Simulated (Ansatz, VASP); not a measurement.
**Two plane-wave programs on PbSe (Clausthalite)**

```
CELL_PARAMETERS angstrom
0.00000 3.04011 3.04011
3.04011 0.00000 3.04011
3.04011 3.04011 0.00000
ATOMIC_POSITIONS crystal
Pb 0.00000 0.00000 0.00000
Se 0.50000 0.50000 0.50000
```

Alike in both runs: task single point; functional revPBE; dispersion D3(BJ); k mesh 8 × 8 × 8; occupations fermi-dirac, width 0.05 eV; no spin polarisation.

|  | VASP | Ansatz |
| --- | --- | --- |
| version | VASP 6.6.1 | Ansatz 0.2.0 |
| potentials or method | VASP PAW PBE potentials, release 64 (Pb_d, Se) | Ansatz PAW |
| plane-wave cutoff (eV) | 520 | 420 |
| valence electrons in the cell | 20 | 30 |

VASP gave:

- gap on the k mesh at the Fermi level (eV): 0.28
- least direct gap on the mesh (eV): 0.28
- pressure (GPa): 0.8
- dispersion energy (meV/atom): -699.1

What did Ansatz give for the same quantities?

gap on the k mesh at the Fermi level (eV): 0.28; least direct gap on the mesh (eV): 0.28; pressure (GPa): 0.8; dispersion energy (meV/atom): -699.2.

The two sets of potentials don't hold the same shells in valence.

Caveats: spin-orbit coupling is left out, which as a rule narrows the gap of such compounds by several tenths of an eV; the PAW data sets were made with another functional, which shifts forces and pressure a little (VASP); the PAW data sets come from PBE, with cores solved anew for the run's functional, which leaves a small shift of forces and pressure (Ansatz).
